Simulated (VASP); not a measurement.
# KI (Fm-3m) in VASP: settings compared, part 2 of 2

VASP 6.6.1. The steps go on from the part before.

**5. Single point, PBEsol (volume scaled by 0.94)**

INCAR

```
SYSTEM = KI
PREC     = Accurate       ! precision mode
ENCUT    = 520            ! plane-wave cutoff, eV
EDIFF    = 1E-6           ! SCF threshold, eV
ISMEAR   = -1             ! smearing method
SIGMA    = 0.05           ! smearing width, eV
LREAL    = .FALSE.        ! projectors in reciprocal space
LASPH    = .TRUE.         ! aspherical terms in the spheres
NELM     = 100            ! most SCF steps
ALGO     = Normal         ! electronic algorithm
ISIF     = 2              ! what is computed and relaxed
LWAVE    = .FALSE.        ! write WAVECAR
LCHARG   = .TRUE.         ! write CHGCAR
GGA      = PS             ! functional
LELF     = .TRUE.         ! ELF
LVHAR    = .TRUE.       
NBANDS   = 15             ! bands
```

KPOINTS

```
Automatic mesh
0
G
  7 7 7
  0 0 0
```

POSCAR

```
KI
1.0
    0.0000000000      3.4606573152      3.4606573152
    3.4606573152      0.0000000000      3.4606573152
    3.4606573152      3.4606573152      0.0000000000
I K
1 1
Direct
    0.5000000000      0.5000000000      0.5000000000
    0.0000000000      0.0000000000      0.0000000000
```

Potentials or basis: VASP PAW PBE potentials, release 64 (I, K_sv).

Command:

```bash
$ cat potpaw_PBE.64/I/POTCAR potpaw_PBE.64/K_sv/POTCAR > POTCAR
$ mpirun -np 1 vasp_std > vasp.out
```

OUTCAR:

```text
SYSTEM = KI
   PREC = Accurate
   ENCUT = 520
   EDIFF = 1E-6
   ISMEAR = -1
   LREAL = .FALSE.
   LASPH = .TRUE.
   NELM = 100
   ISIF = 2
   GGA = PS

 ion  position               nearest neighbor table
   1  0.500  0.500  0.500-   2 3.46   2 3.46   2 3.46   2 3.46   2 3.46   2 3.46
   2  0.000  0.000  0.000-   1 3.46   1 3.46   1 3.46   1 3.46   1 3.46   1 3.46

  LATTYP: Found a face centered cubic cell.
 ALAT       =     6.9213146304

  Lattice vectors:

[... 537 lines left out ...]
     15      10.1736      0.00000

------------------------ aborting loop because EDIFF is reached ----------------------------------------

  FORCE on cell =-STRESS in cart. coord.  units (eV):
  Direction    XX          YY          ZZ          XY          YZ          ZX
  --------------------------------------------------------------------------------------
  -------------------------------------------------------------------------------------
  Total        0.2760560      0.2760560      0.2760560     -0.0000000     -0.0000000      0.0000000
  in kB        5.3358294      5.3358294      5.3358294     -0.0000000     -0.0000000      0.0000000
  external PRESSURE =       5.3358294 kB  Pullay stress =       0.0000000 kB

 VOLUME and BASIS-vectors are now :
 -----------------------------------------------------------------------------
  energy-cutoff  :      520.00
  volume of cell :       82.89
      direct lattice vectors                 reciprocal lattice vectors
     0.000000000  3.460657315  3.460657315    -0.144481223  0.144481223  0.144481223
     3.460657315  0.000000000  3.460657315     0.144481223 -0.144481223  0.144481223
     3.460657315  3.460657315  0.000000000     0.144481223  0.144481223 -0.144481223

 POSITION                                       TOTAL-FORCE (eV/Angst)
 -----------------------------------------------------------------------------------
      3.46066      3.46066      3.46066        -0.000000      0.000000     -0.000000
      0.00000      0.00000      0.00000         0.000000      0.000000      0.000000
 -----------------------------------------------------------------------------------
    total drift:                                0.000000      0.000000      0.000000

  FREE ENERGIE OF THE ION-ELECTRON SYSTEM (eV)
  ---------------------------------------------------
  free  energy   TOTEN  =        -5.8103320257 eV

  energy  without entropy=       -5.8103320257  energy(sigma->0) =       -5.81033203
```

OSZICAR:

```text
N       E                     dE             d eps       ncg     rms          rms(c)
DAV:   1     0.894775990917E+02    0.89478E+02   -0.65077E+03   600   0.912E+02
DAV:   2    -0.388293164633E+00   -0.89866E+02   -0.82623E+02   775   0.213E+02
DAV:   3    -0.565936346778E+01   -0.52711E+01   -0.52503E+01   812   0.451E+01
DAV:   4    -0.588649616130E+01   -0.22713E+00   -0.22707E+00   969   0.873E+00
DAV:   5    -0.588776300609E+01   -0.12668E-02   -0.12668E-02   853   0.720E-01    0.334E+00
DAV:   6    -0.581282762553E+01    0.74935E-01   -0.79610E-02   768   0.194E+00    0.236E+00
DAV:   7    -0.580703435711E+01    0.57933E-02   -0.99900E-02   789   0.181E+00    0.868E-01
DAV:   8    -0.581026557679E+01   -0.32312E-02   -0.13517E-02   670   0.882E-01    0.267E-01
DAV:   9    -0.581010230201E+01    0.16327E-03   -0.44666E-04   852   0.143E-01    0.101E-01
DAV:  10    -0.581033022020E+01   -0.22792E-03   -0.34309E-04   719   0.905E-02    0.861E-02
DAV:  11    -0.581033192507E+01   -0.17049E-05   -0.46641E-05   790   0.427E-02    0.132E-02
DAV:  12    -0.581033202571E+01   -0.10064E-06   -0.27711E-06   789   0.109E-02
   1 F= -.58103320E+01 E0= -.58103320E+01  d E =-.920841E-11
```

stdout:

```text
POSCAR found type information on POSCAR I K
 POSCAR found :  2 types and       2 ions
 scaLAPACK will be used
 -----------------------------------------------------------------------------
|                                                                             |
|                                                                             |
|     You enforced a specific xc type in the INCAR file but a different       |
|     I HOPE YOU KNOW WHAT YOU ARE DOING!                                     |
|                                                                             |
 -----------------------------------------------------------------------------

 LDA part: xc-table for (Slater+PW92), standard interpolation
 POSCAR, INCAR and KPOINTS ok, starting setup
 FFT: planning ... GRIDC
 FFT: planning ... GRID_SOFT
 FFT: planning ... GRID
 WAVECAR not read
 entering main loop
```

It took 9.6 s on 1 thread of Intel Xeon 6975P-C (Granite Rapids), shared host; peak memory 0.21 GiB.

What came out:

| Property | Result |
| --- | --- |
| Free energy | -5.8103 eV |
| Pressure | 0.5 GPa |
| Band gap on the k mesh | 3.95 eV, direct |

Levels at points of the mesh, in eV from the valence-band top:
```tsv
k point	band 5	band 6	band 7	band 8	band 9	band 10	band 11	band 12
(0.00, 0.00, 0.00)	-10.64	0.00	0.00	0.00	3.95	6.39	6.39	6.39
```

Caveat: the PAW data sets were made with another functional, which shifts forces and pressure a little; spin-orbit coupling is left out, which moves the levels of the heavy elements.

**6. Overview**

| level | cell | gap on the mesh (eV) | pressure (GPa) |
| --- | --- | --- | --- |
| r2SCAN | a = 5.029 Å, angles 60.0°, 2 atoms | 4.56 | -0.1 |
| r2SCAN | a = 5.062 Å, angles 60.0°, 2 atoms | 4.51 | -0.3 |
| r2SCAN | a = 5.094 Å, angles 60.0°, 2 atoms | 4.46 | -0.5 |
| PBEsol | a = 4.894 Å, angles 60.0°, 2 atoms | 3.95 | 0.5 |

Alike in all rows: task single point; potentials or basis VASP PAW PBE potentials, release 64 (I, K_sv); no spin polarisation; k mesh 7 × 7 × 7; cutoff (eV) 520; smearing fermi-dirac 0.05 eV.

Caveats: the PAW data sets were made with another functional, which shifts forces and pressure a little; spin-orbit coupling is left out, which moves the levels of the heavy elements.

Total energies depend on the potentials used, so only differences within one code and one set of settings carry meaning.

**7. Against experiment**

Step 2. Against the measured gap of KI, 6.32 eV (a printed reference work, monograph), the calculated 4.56 eV is off by -1.76 eV. Spin-orbit coupling on I is left out. The value is that of r2SCAN on a finite k mesh, which can miss the band edges, without temperature or zero-point motion.

Step 3. A measured gap of KI is 6.32 eV (a printed reference work, monograph); the calculated 4.51 eV misses it by -1.81 eV. Spin-orbit coupling on I is left out. The value is that of r2SCAN on a finite k mesh, which can miss the band edges, without temperature or zero-point motion.

Step 4. Against the measured gap of KI, 6.32 eV (a printed reference work, monograph), the calculated 4.46 eV is off by -1.86 eV. Spin-orbit coupling on I is left out. The value is that of r2SCAN on a finite k mesh, which can miss the band edges, without temperature or zero-point motion.
